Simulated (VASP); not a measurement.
# GaAs (F-43m) in VASP: a series of runs

Runs on GaAs. Level: PBE. Tasks: single point.

All numbers are computed with VASP 6.6.1; they aren't measurements. Logs are shortened: lines on timing, memory, paths and dates and some standing lists are left out, and cuts for length are marked.

## (1) The undisturbed crystal

It takes space group F-43m (No. 216, cubic). Conventional cell: a = 5.654 Å, b = 5.654 Å, c = 5.654 Å, α = 90.00°, β = 90.00°, γ = 90.00°. Around Ga (site symmetry -43m) lie 4 As at 2.45 Å. As (site symmetry -43m) has 4 Ga at 2.45 Å as nearest neighbours.

## (2) Single point, PBE (a relaxed cell with its volume scaled by 1.03)

Contents of INCAR:

```
SYSTEM = GaAs
  PREC = Accurate
  ENCUT = 520
  EDIFF = 1E-7
  ISMEAR = 0
  SIGMA = 0.02
  LREAL = .False.
  LASPH = .True.
  NELM = 100
  ALGO = Normal
  ISIF = 2
  LWAVE = .False.
  LCHARG = .False.
  GGA = PE
  NBANDS = 11
```

Contents of KPOINTS:

```
Automatic mesh
0
Gamma
  10 10 10
  0 0 0
```

Contents of POSCAR:

```
GaAs                                    
1.0
    0.0000000000      2.9093626415      2.9093626415
    2.9093626415      0.0000000000      2.9093626415
    2.9093626415      2.9093626415      0.0000000000
  Ga              As            
     1     1
Direct
     0.0000000000000000    0.0000000000000000    0.0000000000000000
     0.2500000000000000    0.2500000000000000    0.2500000000000000
```

Potentials or basis: VASP PAW PBE potentials, release 64 (Ga, As).

Started as:

```sh
> cat potpaw_PBE.64/Ga/POTCAR potpaw_PBE.64/As/POTCAR > POTCAR
> mpirun -np 1 vasp_std > vasp.out
```

OUTCAR:

```text
SYSTEM = GaAs
   PREC = Accurate
   ENCUT = 520
   EDIFF = 1E-7
   ISMEAR = 0
   LREAL = .False.
   LASPH = .True.
   NELM = 100
   ISIF = 2
   GGA = PE

 ion  position               nearest neighbor table
   1  0.000  0.000  0.000-   2 2.52   2 2.52   2 2.52   2 2.52
   2  0.250  0.250  0.250-   1 2.52   1 2.52   1 2.52   1 2.52

  LATTYP: Found a face centered cubic cell.
 ALAT       =     5.8187252830

  Lattice vectors:

 A1 = (   0.0000000000,   2.9093626415,   2.9093626415)
 A2 = (   2.9093626415,   0.0000000000,   2.9093626415)
 A3 = (   2.9093626415,   2.9093626415,   0.0000000000)

Analysis of symmetry for initial positions (statically):
=====================================================================
 Subroutine PRICEL returns:
 Original cell was already a primitive cell.

 Routine SETGRP: Setting up the symmetry group for a
 face centered cubic supercell.

 Subroutine GETGRP returns: Found 24 space group operations
 (whereof 24 operations were pure point group operations)
 out of a pool of 48 trial point group operations.

The static configuration has the point symmetry T_d .

Analysis of symmetry for dynamics (positions and initial velocities):
=====================================================================
 Subroutine PRICEL returns:
 Original cell was already a primitive cell.

 Routine SETGRP: Setting up the symmetry group for a
 face centered cubic supercell.

 Subroutine GETGRP returns: Found 24 space group operations
 (whereof 24 operations were pure point group operations)
 out of a pool of 48 trial point group operations.

The dynamic configuration has the point symmetry T_d .

 Subroutine INISYM returns: Found 24 space group operations
 (whereof 24 operations are pure point group operations),
 and found     1 'primitive' translations

----------------------------------------------------------------------------------------

                                     Primitive cell

  volume of cell :      49.2520

  direct lattice vectors                    reciprocal lattice vectors
     0.000000000  2.909362642  2.909362642    -0.171858947  0.171858947  0.171858947
     2.909362642  0.000000000  2.909362642     0.171858947 -0.171858947  0.171858947
     2.909362642  2.909362642  0.000000000     0.171858947  0.171858947 -0.171858947

  length of vectors
     4.114460105  4.114460105  4.114460105     0.297668428  0.297668428  0.297668428

  position of ions in fractional coordinates (direct lattice)
     0.000000000  0.000000000  0.000000000
     0.250000000  0.250000000  0.250000000

  ion indices of the primitive-cell ions
   primitive index   ion index
                 1           1
                 2           2

----------------------------------------------------------------------------------------

 KPOINTS: Automatic mesh

Automatic generation of k-mesh.
 Grid dimensions read from file:
 generate k-points for:   10   10   10

 Generating k-lattice:

  Cartesian coordinates                     Fractional coordinates (reciprocal lattice)
    -0.017185895  0.017185895  0.017185895     0.100000000  0.000000000  0.000000000
     0.017185895 -0.017185895  0.017185895     0.000000000  0.100000000  0.000000000
     0.017185895  0.017185895 -0.017185895     0.000000000  0.000000000  0.100000000

  Length of vectors
     0.029766843  0.029766843  0.029766843

  Shift w.r.t. Gamma in fractional coordinates (k-lattice)
     0.000000000  0.000000000  0.000000000

 Subroutine IBZKPT returns following result:
 ===========================================

 Found     47 irreducible k-points:

 Following reciprocal coordinates:
            Coordinates               Weight
  0.000000  0.000000  0.000000      1.000000
  0.100000  0.000000  0.000000      8.000000
  0.200000  0.000000  0.000000      8.000000
  0.300000  0.000000  0.000000      8.000000
  0.400000  0.000000  0.000000      8.000000
  0.500000  0.000000  0.000000      4.000000
[... 16 lines left out ...]
  0.300000  0.300000  0.000000      6.000000
  0.400000  0.300000  0.000000     24.000000
 [... further k-points ...]
   k-points           NKPTS =     47   k-points in BZ     NKDIM =     47   number of bands    NBANDS=     11
   number of dos      NEDOS =    301   number of ions     NIONS =      2
   total plane-waves  NPLWV =  32768
   dimension x,y,z NGX =    32 NGY =   32 NGZ =   32
   dimension x,y,z NGXF=    64 NGYF=   64 NGZF=   64
   ions per type =               1   1
   NGX,Y,Z   is equivalent  to a cutoff of  12.93, 12.93, 12.93 a.u.
   NGXF,Y,Z  is equivalent  to a cutoff of  25.86, 25.86, 25.86 a.u.
 SYSTEM =  GaAs
   PREC   = accura    normal or accurate (medium, high low for compatibility)
   ISTART =      0    job   : 0-new  1-cont  2-samecut
   ICHARG =      2    charge: 1-file 2-atom 10-const
   ISPIN  =      1    spin polarized calculation?
   LNONCOLLINEAR =      F non collinear calculations
   LSORBIT =      F    spin-orbit coupling
   LASPH  =      T    aspherical Exc in radial PAW
   ENCUT  =  520.0 eV  38.22 Ry    6.18 a.u.   7.65  7.65  7.65*2*pi/ulx,y,z
   NELM   =    100;   NELMIN=  2; NELMDL= -5     # of ELM steps
   EDIFF  = 0.1E-06   stopping-criterion for ELM
   LREAL  =      F    real-space projection
   EDIFFG = 0.1E-05   stopping-criterion for IOM
   NSW    =      0    number of steps for IOM
   IBRION =     -1    ionic relax: 0-MD 1-quasi-New 2-CG
   NFREE  =      0    steps in history (QN), initial steepest desc. (CG)
   ISIF   =      2    stress and relaxation
   ISYM   =      2    0-nonsym 1-usesym 2-fastsym
   POTIM  = 0.5000    time-step for ionic-motion
   TEBEG  =    0.0;   TEEND  =   0.0 temperature during run
   PSTRESS=    0.0 pullay stress
   NELECT =       8.0000    total number of electrons
   NUPDOWN=      -1.0000    fix difference up-down
   EMIN   =  10.00;   EMAX   =-10.00  energy-range for DOS
   EFERMI =   0.00;   METHOD = LEGACY
   ISMEAR =     0;   SIGMA  =   0.02  broadening in eV -4-tet -1-fermi 0-gaus
   EFERMI_NEDOS =   21; number of points for ismear=-14 and -15
   IALGO  =     38    algorithm
   IMIX   =      4    mixing-type and parameters
     AMIX     =   0.40;   BMIX     =  1.00
     AMIX_MAG =   1.60;   BMIX_MAG =  1.00
  volume/ion in A,a.u.               =      24.63       166.18
  Fermi-wavevector in a.u.,A,eV,Ry     =   0.893231  1.687961 10.855559  0.797861
  Thomas-Fermi vector in A             =   2.015281
   LORBIT       =      0    0 simple, 1 ext, 2 COOP (PROOUT), +10 PAW based schemes
   GGA     = PE    functional components
   LHFCALC =     F    Hartree Fock is set to
   AEXX    =    0.0000 exact exchange contribution
   IVDW    =     0    specifies the selected vdW correction
   LEPSILON=     F    determine dielectric tensor
   LRPA    =     F    only Hartree local field effects (RPA)
 non-spin polarized calculation
 Gauss-broadening in eV      SIGMA  =   0.02
  energy-cutoff  :      520.00
  volume of cell :       49.25
 maximum number of plane-waves:      1363
   NGX = 15   NGY = 15   NGZ = 15

 number of electron       7.9999999 magnetization

 Free energy of the ion-electron system (eV)
  ---------------------------------------------------
  ext. energy  EPLUGINS =         0.00000000
  ---------------------------------------------------
  free energy    TOTEN  =        -8.27989989 eV

  energy without entropy =       -8.27986904  energy(sigma->0) =       -8.27988446

 E-fermi :   2.0725     XC(G=0):  -8.8350

 val. band max:        2.0663953693   @ k =   0.0000   0.0000   0.0000
 cond. band min:       2.8704743332   @ k =   0.5000   0.0000   0.0000
 fundamental gap:      0.8040789639
 Fermi energy:         2.0724867088

 k-point     1 :       0.0000    0.0000    0.0000
  band No.  band energies     occupation
      1     -10.0523      2.00000
      2       2.0075      2.00000
      3       2.0664      1.33334
      4       2.0664      1.33334
      5       2.0664      1.33333
      6       5.7994      0.00000
      7       5.7994      0.00000
      8       5.7994      0.00000
      9       9.4167      0.00000
     10      11.9609      0.00000
     11      11.9609      0.00000

 k-point     2 :       0.1000    0.0000    0.0000
  band No.  band energies     occupation
      1      -9.9558      2.00000
      2       0.4601      2.00000
      3       1.9293      2.00000
      4       1.9293      2.00000
      5       3.1629      0.00000
      6       5.9757      0.00000
      7       6.0092      0.00000
      8       6.0092      0.00000
      9      10.0254      0.00000
     10      11.3685      0.00000
     11      11.3685      0.00000

 k-point     3 :       0.2000    0.0000    0.0000
  band No.  band energies     occupation
      1      -9.6779      2.00000
      2      -1.1574      2.00000
      3       1.6286      2.00000
      4       1.6286      2.00000
      5       3.3746      0.00000
      6       6.4311      0.00000
      7       6.4311      0.00000
      8       6.9330      0.00000
      9      10.9067      0.00000
     10      10.9131      0.00000
     11      10.9131      0.00000

 k-point     4 :       0.3000    0.0000    0.0000
  band No.  band energies     occupation
      1      -9.2645      2.00000
      2      -2.6042      2.00000
      3       1.3304      2.00000
      4       1.3304      2.00000
      5       3.1526      0.00000
      6       6.6906      0.00000
      7       6.6906      0.00000
      8       8.4081      0.00000
      9      10.7152      0.00000
     10      11.2328      0.00000
     11      11.2328      0.00000
[... 239 lines left out ...]
 k-point    22 :      -0.2000    0.2000    0.0000
  band No.  band energies     occupation
      1      -9.1185      2.00000
      2      -2.5661      2.00000
      3      -0.2821      2.00000
      4       1.3781      2.00000
      5       4.5105      0.00000
      6       6.8270      0.00000
      7       6.9259      0.00000
      8       7.5403      0.00000
      9      10.0576      0.00000
     10      12.2797      0.00000
     11      12.9294      0.00000

 k-point    23 :       0.3000    0.3000    0.0000
  band No.  band energies     occupation
      1      -8.9767      2.00000
      2      -2.6703      2.00000
      3       0.2705      2.00000
      4       0.2705      2.00000
      5       3.8659      0.00000
      6       4.9058      0.00000
      7       9.1722      0.00000
      8       9.1722      0.00000
      9       9.7210      0.00000
     10      13.3202      0.00000
     11      13.9818      0.00000

 k-point    24 :       0.4000    0.3000    0.0000
  band No.  band energies     occupation
      1      -8.6201      2.00000
      2      -3.3682      2.00000
      3      -0.2244      2.00000
      4       0.0766      2.00000
      5       3.9893      0.00000
      6       4.8815      0.00000
      7       9.0138      0.00000
      8       9.6369      0.00000
      9      11.3464      0.00000
     10      13.9543      0.00000
     11      14.3119      0.00000

 [... further k-points ...]

------------------------ aborting loop because EDIFF is reached ----------------------------------------

  FORCE on cell =-STRESS in cart. coord.  units (eV):
  Direction    XX          YY          ZZ          XY          YZ          ZX
  --------------------------------------------------------------------------------------
  -------------------------------------------------------------------------------------
  Total       -0.5119094     -0.5119094     -0.5119094      0.0000000      0.0000000     -0.0000000
  in kB      -16.6525263    -16.6525263    -16.6525263      0.0000000      0.0000000     -0.0000000
  external PRESSURE =     -16.6525263 kB  Pullay stress =       0.0000000 kB

 VOLUME and BASIS-vectors are now :
 -----------------------------------------------------------------------------
  energy-cutoff  :      520.00
  volume of cell :       49.25
      direct lattice vectors                 reciprocal lattice vectors
     0.000000000  2.909362642  2.909362642    -0.171858947  0.171858947  0.171858947
     2.909362642  0.000000000  2.909362642     0.171858947 -0.171858947  0.171858947
     2.909362642  2.909362642  0.000000000     0.171858947  0.171858947 -0.171858947

 POSITION                                       TOTAL-FORCE (eV/Angst)
 -----------------------------------------------------------------------------------
      0.00000      0.00000      0.00000         0.000000      0.000000      0.000000
      1.45468      1.45468      1.45468        -0.000000     -0.000000     -0.000000
 -----------------------------------------------------------------------------------
    total drift:                               -0.000000     -0.000000     -0.000000

  FREE ENERGIE OF THE ION-ELECTRON SYSTEM (eV)
  ---------------------------------------------------
  free  energy   TOTEN  =        -8.2798998909 eV

  energy  without entropy=       -8.2798690381  energy(sigma->0) =       -8.27988446
```

It took 15 s on 1 thread of AMD EPYC 9R45 (Zen 5), shared host; peak memory 0.16 GiB.

What came out:

| Quantity | Value |
| --- | --- |
| Free energy | -8.2799 eV |
| Pressure | -1.7 GPa |
| Band gap on the k mesh | none (metal or under the smearing width) |

## (3) Single point, PBE (a relaxed cell with its volume scaled by 0.94)

INCAR is that of step 2.

KPOINTS is that of step 2.

Contents of POSCAR:

```
GaAs                                    
1.0
    0.0000000000      2.8220285350      2.8220285350
    2.8220285350      0.0000000000      2.8220285350
    2.8220285350      2.8220285350      0.0000000000
  Ga              As            
     1     1
Direct
     0.0000000000000000    0.0000000000000000    0.0000000000000000
     0.2500000000000000    0.2500000000000000    0.2500000000000000
```

Potentials or basis: VASP PAW PBE potentials, release 64 (Ga, As).

Started as:

```sh
> cat potpaw_PBE.64/Ga/POTCAR potpaw_PBE.64/As/POTCAR > POTCAR
> mpirun -np 1 vasp_std > vasp.out
```

It took 14 s on 1 thread of AMD EPYC 9R45 (Zen 5), shared host; peak memory 0.15 GiB.

It converged, with:

```
Free energy            : -8.2499 eV
Pressure               : 4.5 GPa
Band gap on the k mesh : 0.62 eV, direct
```

Levels at points of the mesh, in eV from the valence-band top:
| k point | band 1 | band 2 | band 3 | band 4 | band 5 | band 6 | band 7 | band 8 |
| --- | --- | --- | --- | --- | --- | --- | --- | --- |
| (0.00, 0.00, 0.00) | -12.74 | 0.00 | 0.00 | 0.00 | 0.62 | 3.77 | 3.77 | 3.77 |
| (0.50, 0.00, 0.00) | -11.08 | -6.63 | -1.14 | -1.14 | 1.06 | 4.67 | 4.67 | 7.77 |
| (0.50, 0.50, 0.00) | -10.36 | -6.81 | -2.68 | -2.68 | 1.46 | 1.68 | 10.25 | 10.25 |

## (4) Single point, PBE (a relaxed cell with its volume scaled by 1.06)

INCAR is that of step 3.

KPOINTS is that of step 3.

Contents of POSCAR:

```
GaAs                                    
1.0
    0.0000000000      2.9373389985      2.9373389985
    2.9373389985      0.0000000000      2.9373389985
    2.9373389985      2.9373389985      0.0000000000
  Ga              As            
     1     1
Direct
     0.0000000000000000    0.0000000000000000    0.0000000000000000
     0.2500000000000000    0.2500000000000000    0.2500000000000000
```

Started as:

```sh
> cat potpaw_PBE.64/Ga/POTCAR potpaw_PBE.64/As/POTCAR > POTCAR
> mpirun -np 1 vasp_std > vasp.out
```

Wall time 15 s (1 thread of AMD EPYC 9R45 (Zen 5), shared host); peak memory 0.16 GiB.

The run converged. Its results:

| Item | Value |
| --- | --- |
| Free energy | -8.2583 eV |
| Pressure | -3.1 GPa |
| Band gap on the k mesh | none (metal or under the smearing width) |

Levels at points of the mesh, in eV from the Fermi level:
| k point | band 2 | band 3 | band 4 | band 5 | band 6 | band 7 |
| --- | --- | --- | --- | --- | --- | --- |
| (0.00, 0.00, 0.00) | -0.27 | -0.01 | -0.01 | -0.01 | 3.71 | 3.71 |
| (0.50, 0.00, 0.00) | -6.04 | -0.98 | -0.98 | 0.72 | 4.60 | 4.60 |
| (0.50, 0.50, 0.00) | -6.30 | -2.29 | -2.29 | 1.67 | 1.70 | 9.30 |

## (5) Single point, PBE (a relaxed cell with its volume scaled by 0.91)

INCAR is that of step 4.

KPOINTS is that of step 4.

Contents of POSCAR:

```
GaAs                                    
1.0
    0.0000000000      2.7916817902      2.7916817902
    2.7916817902      0.0000000000      2.7916817902
    2.7916817902      2.7916817902      0.0000000000
  Ga              As            
     1     1
Direct
     0.0000000000000000    0.0000000000000000    0.0000000000000000
     0.2500000000000000    0.2500000000000000    0.2500000000000000
```

Started as:

```sh
> cat potpaw_PBE.64/Ga/POTCAR potpaw_PBE.64/As/POTCAR > POTCAR
> mpirun -np 1 vasp_std > vasp.out
```

Run time: 14 s. Hardware: 1 thread of AMD EPYC 9R45 (Zen 5), shared host; peak memory 0.15 GiB.

Results (log left out):

```yaml
Free_energy: -8.1975 eV
Pressure: 7.3 GPa
Band_gap_on_the_k_mesh: 0.87 eV, direct
```

Levels at points of the mesh, in eV from the valence-band top:
| k point | band 1 | band 2 | band 3 | band 4 | band 5 | band 6 | band 7 | band 8 |
| --- | --- | --- | --- | --- | --- | --- | --- | --- |
| (0.00, 0.00, 0.00) | -12.98 | 0.00 | 0.00 | 0.00 | 0.87 | 3.78 | 3.78 | 3.78 |
| (0.50, 0.00, 0.00) | -11.24 | -6.81 | -1.19 | -1.19 | 1.15 | 4.68 | 4.68 | 7.79 |
| (0.50, 0.50, 0.00) | -10.47 | -6.96 | -2.80 | -2.80 | 1.40 | 1.66 | 10.51 | 10.51 |

A k mesh can miss the band edges.

(Part 1 of 2 ends here.)
